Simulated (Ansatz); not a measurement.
Set up this calculation in Ansatz 0.2.0, as the native input.

| Property | Result |
| --- | --- |
| Task | band structure |
| Functional | PBEsol |
| Potentials or basis | Ansatz PAW |
| Cutoff | 420 eV (not typed: the program's choice for these potentials) |
| k mesh | 6 × 6 × 6 |
| Occupations | fermi-dirac, width 0.05 eV |
| Spin | no spin polarisation |
| Path | [["G", "X", "M", "G", "R", "X"], ["M", "R"]] |
| Points for each segment of the path | 14 |

Al:

```
CELL_PARAMETERS angstrom
2.72176 0.00000 0.00000
0.00000 2.72176 0.00000
0.00000 0.00000 2.72176
ATOMIC_POSITIONS crystal
Al 0.00000 0.00000 0.00000
```

The cell was built by a generator and needn't be a form met in nature.

These files were run (other wordings do the same):

input.yaml

```yaml
crystal:
  lattice:
    - [2.72176, 0.0, 0.0]
    - [0.0, 2.72176, 0.0]
    - [0.0, 0.0, 2.72176]
  atoms:
    - { symbol: Al, position: [0.0, 0.0, 0.0] }
hamiltonian:
  xc: pbesol
  pseudopotentials: { kind: paw }
kpoints:
  mp_grid: { grid: [6, 6, 6] }
  band_path:
    path:
      - [[0.0, 0.0, 0.0], [0.0, 0.5, 0.0], [0.5, 0.5, 0.0], [0.0, 0.0, 0.0], [0.5, 0.5, 0.5], [0.0, 0.5, 0.0]]
      - [[0.5, 0.5, 0.0], [0.5, 0.5, 0.5]]
    npoints: 14
scf:
  occupations: { method: fermi_dirac, width: 0.05 }
  n_extra_bands: 6
output:
  forces: true
  stress: true
  eigenvalues: true
  fatbands: false
```

Potentials or basis: Ansatz PAW.

Command:

```console
$ ansatz run input.yaml --threads 2 --pin off --max-ram 5632MiB --backend cpu --events-out ev --progress --plain --runs-dir out
```

It gave:

| Item | Value |
| --- | --- |
| Pressure | -1.0 GPa |
| Band gap on the k mesh | none (metal or under the smearing width) |

Caveat: the k mesh is coarse (spacing up to 0.38 Å⁻¹), so the values aren't converged; the PAW data sets come from PBE, with cores solved anew for the run's functional, which leaves a small shift of forces and pressure.

Run time: 0.4 s on 2 threads of Arm Neoverse V2 (shared host), peak memory 0.23 GiB.
